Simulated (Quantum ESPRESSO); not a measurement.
The system is MoS2.

```xyz
3
Lattice="1.5800 0.9122 6.1500 -1.5800 0.9122 6.1500 0.0000 -1.8244 6.1500" Properties=species:S:1:pos:R:3 pbc="T T T"
Mo    0.0000    0.0000    0.0000
S     0.0000    0.0000    7.6936
S     0.0000    0.0000    4.6125
```

Measurements of this composition are mostly on another form, of space group No. 194.

```yaml
Program: Quantum ESPRESSO 7.5
Task: relaxation of cell and atoms
Functional: PBEsol
Dispersion: D3(BJ)
Potentials_or_basis: GBRV 1.5 PBEsol
Cutoff: 612 eV
Density_cutoff: 4898 eV
k_mesh: 8 × 8 × 8
Occupations: fermi-dirac, width 0.05 eV
Spin: no spin polarisation
```

At the start: pressure -2.9 GPa; volume 17.73 Å³/atom.

Q: Where does the relaxation end?

A: Over 10 steps the energy falls by 16.8 meV/atom and the volume is 16.34 Å³/atom (-7.9 %); space group R3m (No. 160, to 0.05 Å).

The path:
| step | energy change (eV) | largest force (eV/Å) | pressure (GPa) | volume (Å³) |
| --- | --- | --- | --- | --- |
| 1 | 0.0000 | 0.2584 | -2.88 | 53.18 |
| 2 | -0.0061 | 0.2248 | -2.52 | 52.94 |
| 3 | -0.0273 | 0.2229 | 0.07 | 51.20 |
| 4 | -0.0286 | 0.1456 | 0.01 | 51.10 |
| 5 | -0.0317 | 0.1683 | -0.36 | 50.83 |
| 6 | -0.0344 | 0.2758 | -0.60 | 50.56 |
| 7 | -0.0411 | 0.4005 | -0.95 | 49.75 |
| 8 | -0.0460 | 0.3629 | -0.87 | 49.13 |
| 9 | -0.0494 | 0.1751 | -0.50 | 48.95 |
| 10 | -0.0504 | 0.0180 | -0.12 | 49.01 |

Final structure:
```
Mo S
1.0
     1.55947    0.90036    5.81734
    -1.55947    0.90036    5.81734
     0.00000   -1.80072    5.81734
Mo S
1 2
Direct
  0.00007 0.00007 0.00007
  0.42280 0.42280 0.42280
  0.24412 0.24412 0.24412
```
